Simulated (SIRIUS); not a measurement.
## Cr in SIRIUS: convergence with wave cutoff

Input of the first run (wave cutoff 411.6 eV); the others differ in this setting and in those tied to it:

The input sirius.json:

```json
{
  "control": {
    "processing_unit": "cpu",
    "verbosity": 2,
    "num_bands_to_print": 14,
    "print_forces": true,
    "print_stress": true
  },
  "parameters": {
    "electronic_structure_method": "pseudopotential",
    "xc_functionals": ["XC_LDA_X", "XC_LDA_C_PW"],
    "gk_cutoff": 5.5,
    "pw_cutoff": 11.0,
    "ngridk": [8, 8, 8],
    "shiftk": [0, 0, 0],
    "smearing": "gaussian",
    "smearing_width": 0.0018374661,
    "num_bands": 14,
    "num_mag_dims": 1,
    "num_dft_iter": 100,
    "energy_tol": 1e-08,
    "density_tol": 1e-06
  },
  "iterative_solver": {
    "type": "davidson",
    "min_tolerance": 1e-10
  },
  "mixer": {
    "type": "anderson",
    "beta": 0.5,
    "max_history": 8
  },
  "settings": {
    "tol_ne": 1e-10,
    "smooth_initial_mag": true
  },
  "unit_cell": {
    "lattice_vectors": [
      [-2.805203336453, 2.805203336453, 2.805203336453],
      [2.805203336453, -2.805203336453, 2.805203336453],
      [2.805203336453, 2.805203336453, -2.805203336453]
    ],
    "atom_coordinate_units": "lattice",
    "atom_types": ["Cr"],
    "atom_files": {
      "Cr": "Cr.json"
    },
    "atoms": {
      "Cr": [
        [0.0, 0.0, 0.0, 0.0, 0.0, 3.0]
      ]
    }
  }
}
```

Potentials or basis: PseudoDojo 0.4.1 LDA stringent (scalar relativistic).

Command:

```sh
$ upf_to_json Cr.upf
$ OMP_NUM_THREADS=1 sirius.scf --input=sirius.json --output=out.json --task=0
```

Hardware: 1 thread of Arm Neoverse V1 (shared host).

**Question.** The values tried are 411.6 eV, 592.7 eV, 806.7 eV, 1053.6 eV, 1333.5 eV, 1646.3 eV, 2177.2 eV, 2782.2 eV, loosest first. From which on does the pressure stay within 0.1 GPa of the tightest run that finished?

**Answer.** From 2177.2 eV on.

```tsv
wave cutoff	energy less the tightest run, at zero smearing (meV/atom)	pressure (GPa)	SCF cycles	CPU time (s)	peak memory (GiB)
411.6 eV	57350.30	-1097.54	16	6.3	0.17
592.7 eV	22927.71	-614.32	16	11	0.17
806.7 eV	7228.37	-329.47	19	19	0.19
1053.6 eV	1279.95	-127.23	19	25	0.21
1333.5 eV	89.64	-48.86	22	42	0.24
1646.3 eV	1.23	-38.15	25	64	0.28
2177.2 eV	0.15	-37.91	25	100	0.34
2782.2 eV	0.00	-37.91	25	120	0.41
```

Against the tightest run, the energy stays within 1 meV/atom from 2177.2 eV on. The tightest run that finished is the yardstick and may itself not be fully converged.

Caveat, for the tightest run too: the k mesh is coarse (spacing up to 0.37 Å⁻¹), so the values aren't converged; the starting moments collapsed, and a magnetic state may lie lower; a pressure of tens of GPa on the cell as given is suspect, and the run, the potentials or the cell itself is likely at fault.
